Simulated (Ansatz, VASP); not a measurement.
## Se in VASP and in Ansatz

```
CELL_PARAMETERS angstrom
-1.64344 1.64344 1.64344
1.64344 -1.64344 1.64344
1.64344 1.64344 -1.64344
ATOMIC_POSITIONS crystal
Se 0.00000 0.00000 0.00000
```

Alike in both runs: task single point; functional RPBE; k mesh 4 × 4 × 4; collinear spin.

```csv
,VASP,Ansatz
version,VASP 6.6.1,Ansatz 0.2.0
potentials or method,"VASP PAW PBE potentials, release 64 (Se)","scalar-relativistic, plane waves, PAW"
plane-wave cutoff (eV),520,420
occupations,"methfessel-paxton of order 1, width 0.05 eV","cold, width 0.05 eV"
valence electrons in the cell,6,16
```

|  | VASP | Ansatz | Ansatz less VASP |
| --- | --- | --- | --- |
| gap on the k mesh at the Fermi level (eV) | none | none | - |
| pressure (GPa) | 14.8 | 14.8 | 0.00 |
| net moment per atom (μB) | 0.04 | 0.06 | +0.013 |
| size of the moment on the site where the two differ most (μB) | 0.03 | 0.05 | +0.016 |

Site moments also hang on the region over which each program counts them. A gap of «none» marks a metal or a gap that the smearing closes. The two sets of potentials don't hold the same shells in valence. Ansatz warned: «seeded_moment_not_kept».

Caveats: the k mesh is coarse (spacing up to 0.68 Å⁻¹), so the values aren't converged; the PAW data sets were made with another functional, which shifts forces and pressure a little (VASP).
